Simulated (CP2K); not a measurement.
PbS in CP2K: convergence with eps scf

Input of the first run (eps scf 1.0E-3); the others differ in this setting and in those tied to it:

pbs_converge.inp

```
&GLOBAL
  PROJECT pbs_converge
  RUN_TYPE ENERGY_FORCE
  PRINT_LEVEL LOW
&END GLOBAL
&FORCE_EVAL
  METHOD QS
  STRESS_TENSOR ANALYTICAL
  &DFT
    BASIS_SET_FILE_NAME BASIS_MOLOPT_UZH
    POTENTIAL_FILE_NAME POTENTIAL_UZH
    &MGRID
      CUTOFF 450
      REL_CUTOFF 60
      NGRIDS 5
    &END MGRID
    &QS
      METHOD GPW
      EPS_DEFAULT 1.0E-9
    &END QS
    &KPOINTS
      SCHEME MONKHORST-PACK 6 6 6
      GAMMA_CENTERED T
      SYMMETRY T
      SYMMETRY_BACKEND SPGLIB
    &END KPOINTS
    &SCF
      SCF_GUESS ATOMIC
      EPS_SCF 1.0E-3
      MAX_SCF 100
      ADDED_MOS 10
      CHOLESKY OFF
      EPS_EIGVAL 1.0E-7
      &DIAGONALIZATION ON
        ALGORITHM STANDARD
      &END DIAGONALIZATION
      &MIXING ON
        METHOD BROYDEN_MIXING
        ALPHA 0.4
        BETA 1.5
        NBUFFER 8
      &END MIXING
      &SMEAR ON
        METHOD FERMI_DIRAC
        ELECTRONIC_TEMPERATURE [K] 300.557
      &END SMEAR
    &END SCF
    &XC
      &XC_FUNCTIONAL
        &GGA_X_PBE
        &END GGA_X_PBE
        &GGA_C_PBE
        &END GGA_C_PBE
      &END XC_FUNCTIONAL
    &END XC
    &PRINT
      &KPOINTS ON
      &END KPOINTS
      &MULLIKEN ON
      &END MULLIKEN
      &MO ON
        ENERGIES T
        OCCUPATION_NUMBERS T
        &EACH
          QS_SCF 0
        &END EACH
        ADD_LAST NUMERIC
      &END MO
    &END PRINT
  &END DFT
  &SUBSYS
    &CELL
      A 3.6536590000 0.0000000000 0.0000000000
      B 0.0000000000 3.6536590000 0.0000000000
      C 0.0000000000 0.0000000000 3.6536590000
      PERIODIC XYZ
    &END CELL
    &COORD
      SCALED
      Pb  -0.0008410000 -0.0017570000 0.0012190000
      S   0.4982900000 0.4994880000 0.5071770000
    &END COORD
    &KIND Pb
      BASIS_SET DZVP-MOLOPT-PBE-GTH-q4
      POTENTIAL GTH-PBE-q4
    &END KIND
    &KIND S
      BASIS_SET DZVP-MOLOPT-PBE-GTH-q6
      POTENTIAL GTH-PBE-q6
    &END KIND
    &PRINT
      &ATOMIC_COORDINATES ON
      &END ATOMIC_COORDINATES
      &CELL ON
      &END CELL
    &END PRINT
  &END SUBSYS
  &PRINT
    &FORCES ON
    &END FORCES
    &STRESS_TENSOR ON
    &END STRESS_TENSOR
  &END PRINT
&END FORCE_EVAL
```

Potentials or basis: POTENTIAL_UZH Pb GTH-PBE-q4, S GTH-PBE-q6; DZVP-MOLOPT-PBE-GTH basis.

Run with:

```console
$ OMP_NUM_THREADS=1 cp2k.psmp -i pbs_converge.inp -o pbs_converge.out
```

The cell isn't the ideal one: atoms moved at random, drawn with an rms of 0.02 Å.

The cell comes from a database or a generator and needn't be the stable form of this composition.

Hardware: 1 thread of Arm Neoverse V1, with other jobs on the host.

| eps scf | energy less the tightest run, at zero smearing (meV/atom) | SCF cycles | CPU time (s) | peak memory (GiB) |
| --- | --- | --- | --- | --- |
| 1.0E-3 | 0.00 | 8 | 5 | 0.22 |
| 1.0E-4 | 0.00 | 10 | 5.9 | 0.23 |
| 1.0E-5 | 0.00 | 12 | 6.9 | 0.22 |
| 1.0E-6 | 0.00 | 13 | 7.4 | 0.23 |
| 1.0E-7 | 0.00 | 15 | 8.4 | 0.23 |
| 1.0E-8 | 0.00 | 18 | 9.8 | 0.23 |

Against the tightest run, the energy stays within 1 meV/atom from 1.0E-3 on. The tightest run that finished is the yardstick and may itself not be fully converged.

Caveat, for the tightest run too: the basis of atomic orbitals isn't converged, which shifts pressures, moduli and gaps. Spin-orbit coupling is left out, which matters for the levels of Pb.
